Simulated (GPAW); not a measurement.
# CaSe (Fm-3m) in GPAW: dielectric tensor with LDA

Aim: the dielectric tensor of CaSe with LDA.

Everything below comes from runs of GPAW 26.7.0. Logs are shortened: lines on timing, memory, paths and dates and some standing lists are left out, and cuts for length are marked. The log counts tension as positive stress, the text compression.

**Experimental background.**

A printed reference work, monograph, original work of 1988 reports, for a bulk crystal of CaSe at 2 K: band gap 3.85 eV (indirect).

The results are compared with them further down.

**1. Starting point**

The structure is cubic, space group Fm-3m (No. 225). Conventional cell: a = 5.912 Å, b = 5.912 Å, c = 5.912 Å, α = 90.00°, β = 90.00°, γ = 90.00°. Se (site symmetry m-3m) has 6 Ca at 2.96 Å as nearest neighbours. Ca (site symmetry m-3m) has 6 Se at 2.96 Å as nearest neighbours.

**2. Dielectric tensor, LDA**

File run.py:

```python
import numpy as np
from ase import Atoms
from ase.dft.bandgap import bandgap
from ase.io import write
from gpaw import GPAW, PW
from gpaw.response.df import DielectricFunction

atoms = Atoms(['Se', 'Ca'],
              cell=[[0.0, 2.956, 2.956],
                    [2.956, 0.0, 2.956],
                    [2.956, 2.956, 0.0]],
              scaled_positions=[[0.5, 0.5, 0.5],
                                [0.0, 0.0, 0.0]],
              pbc=True)

calc = GPAW(mode=PW(450),
            xc='LDA',
            kpts={'size': (6, 6, 6), 'gamma': True},
            occupations={'name': 'fermi-dirac', 'width': 0.001},
            nbands=16,
            convergence={'density': 1e-06},
            maxiter=150,
            txt='gpaw.txt')
atoms.calc = calc
energy = atoms.get_potential_energy()
calc.write('gs.gpw')
write('result.traj', atoms)
print(f'Energy: {energy:.6f} eV')
print('Fermi level:', round(calc.get_fermi_level(), 4), 'eV')
print(f'Gap: {bandgap(calc)[0]:.4f} eV, direct: {bandgap(calc, direct=True)[0]:.4f} eV')

for size in [(14, 14, 14), (20, 20, 20)]:
    name = 'x'.join(str(n) for n in size)
    dense = calc.fixed_density(kpts={'size': size, 'gamma': True},
                               nbands=34, convergence={'bands': 28, 'eigenstates': 1e-7},
                               update_fermi_level=True, txt=f'dense-{name}.txt')
    dense.write(f'{name}.gpw', mode='all')
    df = DielectricFunction(f'{name}.gpw', frequencies=np.array([0.0]), hilbert=False, eta=0.001,
                            ecut=80, nbands=28, intraband=False, txt=f'df-{name}.txt')
    for xc in ['RPA', 'LR0.3', 'LR0.1']:
        for direction in ['x', 'y', 'z', [0, 1, 1], [1, 0, 1], [1, 1, 0]]:
            e0, e = df.get_macroscopic_dielectric_constant(xc=xc, direction=direction)
            print(f'{name} {xc} {direction}: {e0:.4f} without, {e:.4f} with local fields')
```

Potentials or basis: the program's PAW data sets (release 1.2.1) made for this functional, pw.

Started as:

```bash
$ OMP_NUM_THREADS=1 python run.py
```

gpaw.txt:

```text
__  _  _
 | _ |_)|_||  |
 |__||  | ||/\| - 26.7.0

Input parameters:
  mode=PW(ecut=450.00000000000006),
  convergence={'density': 1e-06},
  kpts=MonkhorstPack(size=(6, 6, 6), gamma=True),
  maxiter=150,
  nbands=16,
  occupations=Occupations(name='fermi-dirac', width=0.001),
  xc=XC(name='LDA')

Diagonalizing LCAO Hamiltonian
Converting LCAO to pw mode

                Se

       Ca

Atoms  # Å, Bohr magnetons
|   | symbol |        x |        y |        z |    initial magnetic moments |
|---|--------|----------|----------|----------|-----------------------------|
| 0 |     Se | 2.956000 | 2.956000 | 2.956000 | ( 0.0000,  0.0000,  0.0000) |
| 1 |     Ca | 0.000000 | 0.000000 | 0.000000 | ( 0.0000,  0.0000,  0.0000) |

Unit cell  # Å
| periodic |        x |        y |        z |  lengths |    angles |
|----------|----------|----------|----------|----------|-----------|
|      yes | 0.000000 | 2.956000 | 2.956000 | 4.180415 | 60.000000 |
|      yes | 2.956000 | 0.000000 | 2.956000 | 4.180415 | 60.000000 |
|      yes | 2.956000 | 2.956000 | 0.000000 | 4.180415 | 60.000000 |

Number of symmetries: 48
Symmetry operations  # r_c * U_cc + t_c -> r_c
|    | kind |            matrix            |
|----|------|------------------------------|
|  0 |  σ   |  1, 0, 0,  1, 0,-1,  1,-1, 0 |
|  1 |  C2  |  1, 0, 0,  1,-1, 0,  1, 0,-1 |
|  2 |  E   |  1, 0, 0,  0, 1, 0,  0, 0, 1 |
|  3 |  σ   |  1, 0, 0,  0, 0, 1,  0, 1, 0 |
|  4 |  C4  |  1, 0,-1,  1, 0, 0,  1,-1, 0 |
|  5 |  S6  |  1, 0,-1,  1,-1, 0,  1, 0, 0 |
|  6 |  σ   |  1, 0,-1,  0, 1,-1,  0, 0,-1 |
|  7 |  C3  |  1, 0,-1,  0, 0,-1,  0, 1,-1 |
|  8 |  S6  |  1,-1, 0,  1, 0, 0,  1, 0,-1 |
|  9 |  C4  |  1,-1, 0,  1, 0,-1,  1, 0, 0 |
| 10 |  C3  |  1,-1, 0,  0,-1, 1,  0,-1, 0 |
| 11 |  σ   |  1,-1, 0,  0,-1, 0,  0,-1, 1 |
| 12 |  σ   |  0, 1, 0,  1, 0, 0,  0, 0, 1 |
| 13 |  C4  |  0, 1, 0,  0, 1,-1, -1, 1, 0 |
| 14 |  C3  |  0, 1, 0,  0, 0, 1,  1, 0, 0 |
| 15 |  S6  |  0, 1, 0, -1, 1, 0,  0, 1,-1 |
| 16 |  C2  |  0, 1,-1,  1, 0,-1,  0, 0,-1 |
| 17 |  σ   |  0, 1,-1,  0, 1, 0, -1, 1, 0 |
| 18 |  S4  |  0, 1,-1,  0, 0,-1,  1, 0,-1 |
| 19 |  C4  |  0, 1,-1, -1, 1, 0,  0, 1, 0 |
| 20 |  C3  |  0, 0, 1,  1, 0, 0,  0, 1, 0 |
| 21 |  σ   |  0, 0, 1,  0, 1, 0,  1, 0, 0 |
| 22 |  S6  |  0, 0, 1,  0,-1, 1, -1, 0, 1 |
| 23 |  C4  |  0, 0, 1, -1, 0, 1,  0,-1, 1 |
| 24 |  S4  |  0, 0,-1,  1, 0,-1,  0, 1,-1 |
| 25 |  C3  |  0, 0,-1,  0, 1,-1,  1, 0,-1 |
| 26 |  C2  |  0, 0,-1,  0,-1, 0, -1, 0, 0 |
| 27 |  S6  |  0, 0,-1, -1, 0, 0,  0,-1, 0 |
| 28 |  S4  |  0,-1, 1,  1,-1, 0,  0,-1, 0 |
| 29 |  C4  |  0,-1, 1,  0, 0, 1, -1, 0, 1 |
| 30 |  C2  |  0,-1, 1,  0,-1, 0,  1,-1, 0 |
| 31 |  σ   |  0,-1, 1, -1, 0, 1,  0, 0, 1 |
| 32 |  C3  |  0,-1, 0,  1,-1, 0,  0,-1, 1 |
| 33 |  S6  |  0,-1, 0,  0, 0,-1, -1, 0, 0 |
| 34 |  S4  |  0,-1, 0,  0,-1, 1,  1,-1, 0 |
| 35 |  C2  |  0,-1, 0, -1, 0, 0,  0, 0,-1 |
| 36 |  C2  | -1, 1, 0,  0, 1, 0,  0, 1,-1 |
| 37 |  S6  | -1, 1, 0,  0, 1,-1,  0, 1, 0 |
| 38 |  S4  | -1, 1, 0, -1, 0, 1, -1, 0, 0 |
| 39 |  C3  | -1, 1, 0, -1, 0, 0, -1, 0, 1 |
| 40 |  S6  | -1, 0, 1,  0, 0, 1,  0,-1, 1 |
| 41 |  C2  | -1, 0, 1,  0,-1, 1,  0, 0, 1 |
| 42 |  C3  | -1, 0, 1, -1, 1, 0, -1, 0, 0 |
| 43 |  S4  | -1, 0, 1, -1, 0, 0, -1, 1, 0 |
| 44 |  C2  | -1, 0, 0,  0, 0,-1,  0,-1, 0 |
| 45 |  i   | -1, 0, 0,  0,-1, 0,  0, 0,-1 |
| 46 |  σ   | -1, 0, 0, -1, 1, 0, -1, 0, 1 |
| 47 |  C2  | -1, 0, 0, -1, 0, 1, -1, 1, 0 |

BZ-sampling:
  Number of BZ points: 216
  Number of IBZ points: 16

  Monkhorst-Pack size: [6, 6, 6]
  Monkhorst-Pack shift: [0.08333333333333333, 0.08333333333333333, 0.08333333333333333]

K-points  # in reciprocal-cell coordinates
|     |                                coordinates |     weight |
|-----|--------------------------------------------|------------|
|   0 | (  0.00000000,   0.00000000,   0.00000000) | 0.00462963 |
|   1 | (  0.16666667,   0.16666667,   0.00000000) | 0.02777778 |
|   2 | (  0.16666667,   0.16666667,   0.16666667) | 0.03703704 |
|   3 | (  0.33333333,   0.16666667,   0.16666667) | 0.05555556 |
|   4 | (  0.33333333,   0.33333333,  -0.33333333) | 0.05555556 |
|   5 | (  0.33333333,   0.33333333,   0.00000000) | 0.02777778 |
|   6 | (  0.33333333,   0.33333333,   0.16666667) | 0.11111111 |
|   7 | (  0.33333333,   0.33333333,   0.33333333) | 0.03703704 |
|   8 | (  0.50000000,   0.33333333,  -0.33333333) | 0.11111111 |
|   9 | (  0.50000000,   0.33333333,  -0.16666667) | 0.05555556 |
| ... |                                            |            |
|  15 | (  0.50000000,   0.50000000,   0.50000000) | 0.01851852 |

Plane wave coefficients: 1139
Cutoff: 450.00000000000006 eV

Spin-components: 1 (collinear spins)
Bands:           16
Projectors:      10
Spin-degeneracy: 2
Datatype:        complex128

Parallelization:
  kpt:    1
  domain: 1
  band:   1

Density:
  Valence electrons: 16.0
  Components: 1
  Grid points: [21 21 21]
  Charge: 0.0  # |e|

Potential:
  Grid points: [21 21 21]

species:
  Se:
    name:    Selenium
    Z:       34.0
    valence: 6
    core:    28
    charge:  0.0  # [|e|]
    compensation charges:
      type: gauss
      rc: 0.27  # [Å]
      lmax: 2
    cutoffs:
      filter: 1.77  # [Å]
      core: 2.67  # [Å]
    projectors
    | kind |    occ | energy [eV] | rcut [Å] |
    |------|--------|-------------|----------|
    |   4s |  2.000 |     -17.472 |    0.847 |
    |   4p |  4.000 |      -6.656 |    1.005 |
    |    s |        |       9.739 |    0.847 |
    |    p |        |      20.555 |    1.005 |
    |    d |        |       0.000 |    0.847 |

    Using partial waves for Se as LCAO basis

  Ca:
    name:    Calcium
    Z:       20.0
    valence: 10
    core:    10
    charge:  0.0  # [|e|]
    compensation charges:
      type: gauss
      rc: 0.37  # [Å]
      lmax: 2
    cutoffs:
      filter: 2.10  # [Å]
      core: 1.17  # [Å]
    projectors
    | kind |    occ | energy [eV] | rcut [Å] |
    |------|--------|-------------|----------|
    |   3s |  2.000 |     -46.826 |    1.175 |
    |   4s |  2.000 |      -3.864 |    1.175 |
    |   3p |  6.000 |     -27.986 |    1.154 |
    |    p |        |      -0.774 |    1.154 |
    |    d |        |       0.000 |    0.937 |

    Using partial waves for Ca as LCAO basis

Reference energy: -84483.586495  # eV

eigensolver:
  PPCG
  Converge bands: occupied
  niter=2

density mixing:
  MSR1-Mixer
  Pratt-step length: 0.05
  Maximum mixing coefficient: 0.75
  Old densities: 10
  SVD Regularization: 0.005
  Good broyden scale: 1.0
  Trust region scale: 1.0
  Backstep threshold: 4.0
  History deletion threshold: 6.0
  Fourier metric: weight=20.0, sigma=0.015

occupation numbers:
  Fermi-Dirac:
    width: 0.0010  # eV

poisson solver:
  ecut: 3600.0000000000005  # eV

xc functional:
  name: None

convergence criteria:
- Maximum integral of absolute [dens]ity change: 1e-06 electrons / valence electron
- Maximum [total energy] change in last 3 cyles: 0.0005 eV / valence electron
- Maximum integral of absolute [eigenst]ate change: 4e-08 eV^2 / valence electron
maximum number of iterations: 150

SCF iterations
|iter     | |      energy | eigst |  dens |
|---------|-|-------------|-------|-------|
|iter:   1| |  -10.691987 | +0.15 |       |
|iter:   2| |  -10.727381 | -1.51 | -1.20 |
|iter:   3| |  -10.661665 | -2.50 | -1.24 |
|iter:   4| |  -10.653929 | -3.59 | -1.59 |
|iter:   5| |  -10.647698 | -3.55 | -1.86 |
|iter:   6| |  -10.647609c| -5.35 | -2.68 |
|iter:   7| |  -10.647596c| -6.27 | -3.11 |
|iter:   8| |  -10.647596c| -7.57c| -4.12 |
|iter:   9| |  -10.647596c| -8.25c| -4.64 |
|iter:  10| |  -10.647596c| -9.15c| -5.55 |
|iter:  11| |  -10.647596c| -9.72c| -6.67c|

Converged in 11 steps
Energy contributions relative to reference atoms: (reference = -84483.586495)

Energy contributions:
  Kinetic:          11.132825
  Coulomb:          -8.997219
  Zero:             -0.635163
  External:          0.000000
  Xc:              -12.148038
  Entropy:          -0.000000
  Spinorbit:         0.000000
  ----------------------------
  Free energy:     -10.647596
  Extrapolated:    -10.647596

dipole moment: (-19.577114, -19.577114, -19.577114)  # |e|*Ang

Fermi level: 5.518
Eigenvalues  # (at kpt = [0.000, 0.000, 0.000])
| band index |      eig [eV] | occ [0-2] |
|------------|---------------|-----------|
|          0 |       -35.110 |     2.000 |
|          1 |       -16.378 |     2.000 |
|          2 |       -16.378 |     2.000 |
|          3 |       -16.378 |     2.000 |
|          4 |        -7.617 |     2.000 |
|          5 |         4.240 |     2.000 |
[... 8 lines left out ...]
|         14 |        13.818 |     0.000 |
|         15 |        16.557 |     0.000 |

Gap: 1.891 eV
Transition (v -> c):
  (s=0, k=0, n=7, [0.00, 0.00, 0.00]) -> (s=0, k=12, n=8, [0.50, 0.50, 0.00])
Direct/indirect transitions are different
Direct gap: 2.837 eV
Transition at: (s=0, k=12, n=7, [0.50, 0.50, 0.00])
# Writing to gs.gpw (mode='')
```

stdout:

```text
Energy: -10.647596 eV
Fermi level: 5.518 eV
Gap: 1.8914 eV, direct: 2.8368 eV
14x14x14 RPA x: 6.3553 without, 5.4196 with local fields
14x14x14 RPA y: 6.3553 without, 5.4196 with local fields
14x14x14 RPA z: 6.3553 without, 5.4196 with local fields
[... 23 lines left out ...]
20x20x20 LR0.3 z: 6.3552 without, 5.9579 with local fields
20x20x20 LR0.3 [0, 1, 1]: 6.3552 without, 5.9579 with local fields
20x20x20 LR0.3 [1, 0, 1]: 6.3552 without, 5.9579 with local fields
20x20x20 LR0.3 [1, 1, 0]: 6.3552 without, 5.9579 with local fields
20x20x20 LR0.1 x: 6.3552 without, 5.5854 with local fields
20x20x20 LR0.1 y: 6.3552 without, 5.5854 with local fields
20x20x20 LR0.1 z: 6.3552 without, 5.5854 with local fields
20x20x20 LR0.1 [0, 1, 1]: 6.3552 without, 5.5854 with local fields
20x20x20 LR0.1 [1, 0, 1]: 6.3552 without, 5.5854 with local fields
20x20x20 LR0.1 [1, 1, 0]: 6.3552 without, 5.5854 with local fields
```

It took 2.6 min on 1 thread of AMD EPYC 9R45 (Zen 5), shared host; peak memory 0.56 GiB.

What came out:

```yaml
Free_energy: -10.6476 eV
Band_gap_on_the_k_mesh: 1.89 eV, indirect (least direct gap 2.84 eV)
Electronic_dielectric_tensor_diagonal: 5.42
```

Electronic dielectric tensor:
```
5.42 0.00 0.00
0.00 5.42 0.00
0.00 0.00 5.42
```

Caveat: the long-wavelength limit can be off by a per cent or two.

**3. How close it comes**

Step 2. A measured gap of CaSe is 3.85 eV (indirect; 2 K; a printed reference work, monograph, original work of 1988); the calculated 1.89 eV misses it by -1.96 eV. So large a miss can be the level of theory's own, or it may mean another phase, state or a wrong row. Spin-orbit coupling on Se is left out. The value is that of LDA on a finite k mesh, which can miss the band edges, without temperature or zero-point motion. Semilocal functionals fall short of measured gaps as a rule.
